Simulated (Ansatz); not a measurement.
# SnO2 (P4_2/mnm): projected density of states, by script

Aim: a projected density of states, for SnO2 (P4_2/mnm), run from a script.

Computed with the Python package of Ansatz 0.2.0. Level of theory: DFT PBE, plane waves, PAW.

## 1. The system

The structure is tetragonal, space group P4_2/mnm (No. 136). Conventional cell: a = 4.738 Å, b = 4.738 Å, c = 3.187 Å, α = 90.00°, β = 90.00°, γ = 90.00°. Around Sn (site symmetry mmm) lie 6 O at 2.05 to 2.06 Å. O (site symmetry m2m) is surrounded by 3 Sn at 2.05 to 2.06 Å.

No structure file is read: the coordinates are typed or built in the script.

## 2. The code

The input, sno2.py:

```python
'''Projected density of states of SnO2.'''

import warnings

import ansatz as az
import matplotlib.pyplot as plt
import numpy as np

SCF_TOL = 1e-08
XC = 'pbe'
SMEARING = 'fixed'
KMESH = (4, 4, 6)
EXTRA_BANDS = 18

warnings.simplefilter('ignore', az.DeckWarning)

structure = (
    az.Lattice.of((4.738, 0.0, 0.0), (0.0, 4.738, 0.0), (0.0, 0.0, 3.1865))
    .atom('Sn', (0.0, 0.0, 0.0))
    .atom('Sn', (0.5, 0.5, 0.5))
    .atom('O', (0.3071, 0.3071, 0.0))
    .atom('O', (0.1929, 0.8071, 0.5))
    .atom('O', (0.6929, 0.6929, 0.0))
    .atom('O', (0.8071, 0.1929, 0.5))
)

model = (
    structure.calculation()
    .basis(21 * az.Ha)
    .scf(tolerance=SCF_TOL)
    .functional(XC)
    .occupations(SMEARING)  # whole-number filling, right only where there is a gap
    .kpoints(*KMESH)  # sampling of the Brillouin zone
    .scf(extra_bands=EXTRA_BANDS)
    .density_of_states(projected=True, energy_step=0.05)  # states per eV and cell
)
planned = model.session().plan(threads=1)
facts = planned.describe()
print('plan:', facts['n_bands'], 'bands,', len(facts['kpoints_frac']), 'k-points, plane waves', facts['n_pw_range'], 'grid', facts['fft_dense'])
res = planned.execute()
r = res.report

dos = res.density_of_states()
energy = np.asarray(dos.energies_ev) - dos.fermi_ev
curves = {}
for site in res.projected_density_of_states().sites:
    for shell in site.shells:
        weight = sum(np.sum(curve.g_bin_mean_per_ev, axis=0) for curve in shell.curves)
        name = f'{site.species} {shell.label}'
        curves[name] = curves.get(name, 0) + weight

window = (energy > -8) & (energy < 6)
fig, ax = plt.subplots(figsize=(5.5, 3.5))
for name, g in curves.items():
    if g[window].max() > 0.05:
        ax.plot(energy[window], g[window], label=name, lw=1)
        print(f'{name:8s} peak {g[window].max():7.3f} states/eV at {energy[window][g[window].argmax()]:6.2f} eV')
ax.set(xlabel='E - E_F (eV)', ylabel='states/eV')
ax.legend(fontsize=7)
fig.tight_layout()
fig.savefig('pdos.png', dpi=100)
```

## 3. The calls as engine input

The engine receives this input:

```yaml
crystal:
  lattice:
    - [4.738, 0.0, 0.0]
    - [0.0, 4.738, 0.0]
    - [0.0, 0.0, 3.1865]
  atoms:
    - { symbol: Sn, position: [0.0, 0.0, 0.0] }
    - { symbol: Sn, position: [0.5, 0.5, 0.5] }
    - { symbol: O, position: [0.3071, 0.3071, 0.0] }
    - { symbol: O, position: [0.1929, 0.8071, 0.5] }
    - { symbol: O, position: [0.6929, 0.6929, 0.0] }
    - { symbol: O, position: [0.8071, 0.1929, 0.5] }
basis:
  ecutwfc: 571.4391111657479
kpoints:
  mp_grid:
    grid: [4, 4, 6]
hamiltonian:
  xc: pbe
scf:
  n_extra_bands: 18
  convergence:
    dr2_threshold: 1.0e-08
  occupations:
    method: fixed
output:
  dos:
    de: 0.05
    projected: true
```

## 4. The run

Started as:

```bash
$ python sno2.py
```

Standard output:

```text
plan: 44 bands, 24 k-points, plane waves [2192, 2241] grid [40, 40, 25]
Sn 5S    peak   1.009 states/eV at   5.48 eV
Sn 5P    peak   0.864 states/eV at  -3.87 eV
Sn 4D    peak   0.188 states/eV at  -1.27 eV
O 2S     peak   0.228 states/eV at   5.18 eV
O 2P     peak  15.466 states/eV at  -0.77 eV
```

Run time: 5.5 s. Hardware: 1 thread of Intel Xeon 6975P-C (Granite Rapids), shared host; peak memory 0.49 GiB.

## 5. Size and end state of the run

From the engine's report, whether the script printed it or not:

```tsv
item	value
SCF cycles in all	6
k-points solved	24
plane waves	2241
bands	44
valence electrons	52
free energy (eV)	-14317.87374
Fermi level (eV)	9.527
lowest empty less highest filled level on the mesh, by band count (eV)	1.284
```

## 6. Density of states

From dos.tsv among the run's results, states per cell in windows of 2 eV from the Fermi level (on a coarse mesh the curve is spiky, and it ends where the bands solved end):

```tsv
from	to	states
-10	-8	0.01
-8	-6	3.21
-6	-4	4.02
-4	-2	6.58
-2	0	10.18
0	2	0.01
2	4	0.38
4	6	2.70
6	8	2.32
```

## 7. Results

```
       quantity                                value
    free energy  -14317.8737 eV (-2386.3123 eV/atom)
gap on the mesh                              1.28 eV
```

In words: On the mesh the gap is 1.28 eV; the true edges may lie between its points. Semilocal functionals usually give gaps below the measured ones. Notes:
- Peaks are the largest values inside the energy window taken; deeper bands lie outside it.
- The crystal has a gap of about 1.28 eV on the mesh; bins of finite width blur the band edges.
- Curves are summed over the cell's atoms. Only shells that the potentials hold have channels, so projections don't add up to the total, least of all where a shell is missing (p of most metals); heights and places of peaks move with the mesh.
- The density of states is complete only as far up as bands were computed.
